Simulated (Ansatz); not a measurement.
# Zn (P6_3/mmc) in Ansatz: settings compared

The runs below take Zn through electrostatic potential, relaxation of cell and atoms, with rPW86-PBE+rVV10, rPW86-PBE.

Program: Ansatz 0.2.0. These are calculated values, not measurements. Logs are shortened: lines on timing, memory, paths and dates and some standing lists are left out, and cuts for length are marked.

## (1) The structure

Symmetry: P6_3/mmc, No. 194, hexagonal system. Conventional cell: a = 2.670 Å, b = 2.670 Å, c = 4.966 Å, α = 90.00°, β = 90.00°, γ = 120.00°. Around Zn (site symmetry -6m2) lie 12 Zn at 2.67 to 2.92 Å.

## (2) Electrostatic potential, rPW86-PBE+rVV10

The input, input.yaml:

```yaml
crystal:
  lattice:
    - [2.67, 0.0, 0.0]
    - [-1.335, 2.3122878281, 0.0]
    - [0.0, 0.0, 4.966]
  atoms:
    - { symbol: Zn, position: [0.6666666667, 0.3333333333, 0.75] }
    - { symbol: Zn, position: [0.3333333333, 0.6666666667, 0.25] }
hamiltonian:
  xc: { exchange: rpw86, correlation: pbe }
  pseudopotentials: { kind: nc, accuracy: stringent }
  dispersion: rvv10
kpoints:
  mp_grid: { grid: [11, 11, 6] }
scf:
  occupations: { method: cold, width: 0.01 }
output:
  forces: true
  stress: true
  eigenvalues: true
  write_density: true
  write_potential: true
  elf: true
  volumetric_format: npy
basis:
  ecutwfc: "44.1 Ry"
```

Potentials or basis: PseudoDojo stringent (PBE files).

Started as:

```sh
$ ansatz run input.yaml --threads 1 --pin off --max-ram 2560MiB --backend cpu --events-out ev --progress --plain --runs-dir out
```

The program printed:

```text
Warning: basis.ecutwfc = 600.0110667240353 eV is below the records' recommended 1142.878222 eV, and the density's cutoff is lower with it unless basis.ecutrho_ratio is high enough to keep the records' density cutoff: compare with a run at a higher cutoff
Warning: The stringent table, which hamiltonian.pseudopotentials names, holds the potential of the library's standard table for Zn (one content_sha256, or a second file that the publisher made of the same generator input, which states another). The run takes no other species from the library, so that hamiltonian.pseudopotentials.accuracy: standard would change no potential of it. The deck needs no change, but a comparison with a run at hamiltonian.pseudopotentials.accuracy: standard does not test the potential of Zn. With hamiltonian.pseudopotentials.accuracy and source left out a run reads another potential of Zn, from this project's own files. To test it, run on another potential, such as that of hamiltonian.pseudopotentials: {kind: paw}
Warning: RAYON_NUM_THREADS=1 ignored (pool sized by the plan → 1); use --threads N
Engine: ansatz 0.2.0, aarch64-unknown-linux-gnu
Pseudopotentials: kind: nc
Pseudopotential: Zn, nc, valence charge 20, recommended cutoff 1142.878222 eV (normal), Zn.nc.azcp (PseudoDojo's, or run here from an input of PseudoDojo's; its table is named by hamiltonian.pseudopotentials.accuracy)
Functional definition: unnamed
  exchange = rpw86_x
  correlation = pbe_c + rvv10(6.3, 0.0093)
Crystal: 2 atoms, lattice volume = 30.659 Å³
Basis set: ecut = 600.0110667240353 eV, 1051 PW (Γ), exchange–correlation on 48×48×80 points (8 copies of the dense FFT grid, shifted against one another)
Bands: 24, of which v1, the nominal top of the filled ones, is band 20 counted from 1 (19 counted from 0)
Symmetry: 24 space group operations
Space group: P63/mmc (ITA 194), of the structure as read, at distance tolerance 3.1e-5 Å
k-points: 64 of 726
Non-local potential: Zn, projectors of the file, l = 0: 2, l = 1: 2, l = 2: 2
Initial density: superposition of atomic densities (chi_scale 0.1, normalization cell)
Initial wavefunctions: pseudopotential atomic-orbital guess
Functional: x = rpw86, c = pbe(β = 0.06672455060314922) + rvv10(b = 6.3, C = 0.0093)
SCF iter   1: F=—  HF=-11340.107405 eV  |F-HF|=—  |Δ(HF+E_count)|=         —  Δρ=3.62e-1  dr2=1.40e1  ethr=3.10e-3  ⟨swp⟩=6.0  Hψ=6600  notcnv=0
preconditioner: auto → none  [insulator: Δε(μ)=0.069 eV  Ē_g=11.574 eV  σ=0.010 eV  W_gap=0.75  n_scr=10 (ndim 8)  ℏωp=32.9 eV  f_vac=0.000  D(μ)=1.77/eV (n_scr^D=22)  ε∞_Penn≈9.1]
SCF iter   2: F=—  HF=-11335.168715 eV  |F-HF|=—  |Δ(HF+E_count)|=    4.94e0  S|Δr|=    0.00e0  Δρ=1.14e-1  dr2=9.23e-1  ethr=3.10e-3  ⟨swp⟩=3.0  Hψ=3825  notcnv=0  defer=6
SCF iter   3: F=—  HF=-11334.848867 eV  |F-HF|=—  |Δ(HF+E_count)|=   3.20e-1  S|Δr|=    0.00e0  Δρ=5.85e-2  dr2=1.12e-1  ethr=2.31e-3  ⟨swp⟩=2.6  Hψ=2908  notcnv=0  defer=7
SCF iter   4: F=—  HF=-11334.815573 eV  |F-HF|=—  |Δ(HF+E_count)|=   3.33e-2  S|Δr|=    0.00e0  Δρ=4.04e-3  dr2=3.49e-3  ethr=2.79e-4  ⟨swp⟩=2.0  Hψ=3569  notcnv=0  defer=6
SCF iter   5: F=—  HF=-11334.814440 eV  |F-HF|=—  |Δ(HF+E_count)|=   1.13e-3  S|Δr|=    0.00e0  Δρ=1.52e-3  dr2=4.23e-4  ethr=8.72e-6  ⟨swp⟩=2.8  Hψ=2654  notcnv=0  defer=6
SCF iter   6: F=—  HF=-11334.814275 eV  |F-HF|=—  |Δ(HF+E_count)|=   1.66e-4  S|Δr|=    0.00e0  Δρ=3.82e-4  dr2=2.67e-5  ethr=1.06e-6  ⟨swp⟩=2.0  Hψ=2172  notcnv=0  defer=6
SCF iter   7: F=—  HF=-11334.814270 eV  |F-HF|=—  |Δ(HF+E_count)|=   5.24e-6  S|Δr|=    0.00e0  Δρ=4.65e-5  dr2=4.33e-7  ethr=6.69e-8  ⟨swp⟩=2.0  Hψ=2175  notcnv=0  defer=6
SCF iter   8: F=-11334.814269 eV  HF=-11334.814269 eV  |F-HF|=1.82e-9  |Δ(HF+E_count)|=   1.82e-7  S|Δr|=    0.00e0  Δρ=3.97e-6  dr2=2.18e-9  ethr=2.50e-10  ⟨swp⟩=9.0  Hψ=10013  notcnv=0
SCF 1 converged in 8 iterations: F = -11334.814269 eV  dr2 = 2.18e-9
SCF converged after 8 iterations
Stability not checked: this state was not tested for a lower state beside it, because cold or Methfessel-Paxton smearing, or corrected tetrahedra, fill the levels in a way that the test cannot read (fill_not_monotonic; see scf.lower_state_search)
Free energy (F): -11334.814269 eV
Harris-Foulkes:  -11334.814269 eV  (|F-HF|=1.82e-9)
Internal energy: -11334.814217 eV  (E = F + TS)
E sigma→0 (E₀):  -11334.814252 eV
Entropy (-TS):   -0.000052 eV (-0.026 meV/atom)
Fermi energy:    14.781110 eV
--- Per-component energies (eV) ---
  E_band       = -1127.858113
  E_kinetic    = 4887.788763
  E_local      = -9494.702054  (includes V_loc(G=0)·N_el)
  E_nonlocal   = -2518.471744
  E_hartree    = 3680.883555
  E_xc         = -1211.708233
  E_vxc        = -1364.235062  (∫ρ·V_xc dr)
  E_ewald      = -6678.604505
  E_smearing   = -0.000052  (= −TS)
  E_closure    = 0.000000  (closes the sum)
  Σ components = -11334.814269   (vs F -11334.814269, Δ=0.00e0)
--- Forces (eV/Å), atoms counted from 1 ---
  atom   1  Zn     0.00000000    -0.00000000    -0.00000000
  atom   2  Zn     0.00000000     0.00000000     0.00000000
  max |Σ_I F_I| component: 0.00e0 eV/Å
--- Stress (GPa, compression-positive) ---
       -5.337036      -0.000000       0.000000
       -0.000000      -5.337036       0.000000
        0.000000       0.000000       6.742955
  P = ⅓ Tr σ = -1.3104 GPa (-13.104 kbar)
--- Band table (eV; the first three rows and the last of 64) ---
  k-point 0: bands = ["-117.6286", "-117.6273", "-69.6616", "-69.6616", "-69.6386", "-69.4643", "-69.4643", "-69.3471", "4.3992", "5.4509", "6.1848", "6.1848", "6.5101", "6.5573", "6.5573", "6.8684", "6.8684", "7.0075", "7.0075", "11.3634", "11.3710", "28.2986", "32.0558", "32.0558"]
  k-point 1: bands = ["-117.6280", "-117.6280", "-69.6370", "-69.6370", "-69.5139", "-69.5139", "-69.5037", "-69.4638", "4.5603", "5.5634", "6.1871", "6.1871", "6.3162", "6.4712", "6.4712", "6.9165", "6.9165", "7.0558", "7.0558", "9.3845", "13.7620", "25.9962", "32.2283", "32.2283"]
  k-point 2: bands = ["-117.6268", "-117.6259", "-69.4386", "-69.4040", "-69.3681", "-69.3681", "-69.3424", "-69.3424", "5.0062", "5.6959", "6.3702", "6.6450", "6.6450", "6.6569", "6.6569", "7.2309", "7.2309", "7.4019", "7.4019", "7.8070", "16.5247", "22.6876", "32.7798", "32.7798"]
  k-point 63: bands = ["-117.6253", "-117.6253", "-69.5001", "-69.5001", "-69.4669", "-69.4669", "-69.4264", "-69.4264", "6.3883", "6.3883", "6.4510", "6.4510", "6.5794", "6.5794", "6.8364", "6.8364", "7.0750", "7.0750", "15.2474", "15.2474", "15.9821", "15.9821", "18.3282", "18.3282"]
```

Wall time 5 s (1 thread of Arm Neoverse V1, shared host); peak memory 0.32 GiB.

Results:

```
Free energy            : -11334.8143 eV
Band gap on the k mesh : none (metal or under the smearing width)
```

Caveat: the potentials were made for another functional, which shifts forces and pressure; the rVV10 pressure on norm-conserving files is uncertain; pairwise dispersion overbinds metals, which lowers pressure and volume; the cutoff lies under the one recommended for these potentials.

## (3) Relaxation of cell and atoms, rPW86-PBE, non-collinear spin, ferrimagnetic start

The input, input.yaml:

```yaml
crystal:
  lattice:
    - [2.67, 0.0, 0.0]
    - [-1.335, 2.3122878281, 0.0]
    - [0.0, 0.0, 4.966]
  atoms:
    - { symbol: Zn, position: [0.6666666667, 0.3333333333, 0.75], spin: 0.501, spin_axis: [0.289, 0.289, 0.289] }
    - { symbol: Zn, position: [0.3333333333, 0.6666666667, 0.25], spin: 0.249, spin_axis: [-0.144, -0.144, -0.144] }
hamiltonian:
  xc: { exchange: rpw86, correlation: pbe }
  pseudopotentials: { kind: paw }
magnetization:
  noncollinear: true
  spin_orbit: false
kpoints:
  mp_grid: { grid: [11, 11, 6] }
scf:
  occupations: { method: gaussian, width: 0.1 }
output:
  forces: true
  stress: true
relax:
  f_tol: 0.01
  max_steps: 40
  cell: { stress_tol: 0.05 }
```

Potentials or basis: Ansatz PAW.

Started as:

```sh
$ ansatz run input.yaml --threads 1 --pin off --max-ram 2560MiB --backend cpu --events-out ev --progress --plain --runs-dir out
```

Run time: 94 s. Hardware: 1 thread of Arm Neoverse V1, shared host; peak memory 0.43 GiB.

Results (log left out):

```yaml
Free_energy: -6696.7370 eV
Relaxed_volume: 16.26 Å³/atom
Relaxed_cell: a = 2.703 Å, b = 2.703 Å, c = 5.140 Å, α = 90.00°, β = 90.00°, γ = 120.00°
Space_group_after_relaxing_to_0.05_Å: P6_3/mmc (No. 194)
Energy_gained_by_relaxing: 9.8 meV/atom
Ionic_steps: 6
Pressure_after_relaxing: 0.0 GPa
Net_moment: 0.00 μB per cell
Absolute_moment: 0.00 μB per cell
```

Step by step:
| step | energy change (eV) | largest force (eV/Å) | volume (Å³) |
| --- | --- | --- | --- |
| 1 | 0.0000 | 0.0000 | 30.66 |
| 2 | -0.0163 | 0.0000 | 31.88 |
| 3 | -0.0188 | 0.0000 | 32.55 |
| 4 | -0.0188 | 0.0000 | 32.54 |
| 5 | -0.0188 | 0.0000 | 32.52 |
| 6 | -0.0196 | 0.0000 | 32.52 |

Final structure:
```
Zn
1.0
     2.70273    0.00000    0.00000
    -1.35137    2.34063    0.00000
     0.00000    0.00000    5.14019
Zn
2
Direct
  0.66667 0.33333 0.75000
  0.33333 0.66667 0.25000
```

Moments on the atoms (μB; x, y, z):
```
Zn  0.00 0.00 0.00
Zn  0.00 0.00 0.00
```

Caveat: the plane-wave basis is chosen anew once the cell has moved, so the energies of steps on either side of that aren't comparable; the PAW data sets come from PBE, with cores solved anew for the run's functional, which leaves a small shift of forces and pressure; the starting moments weren't kept.
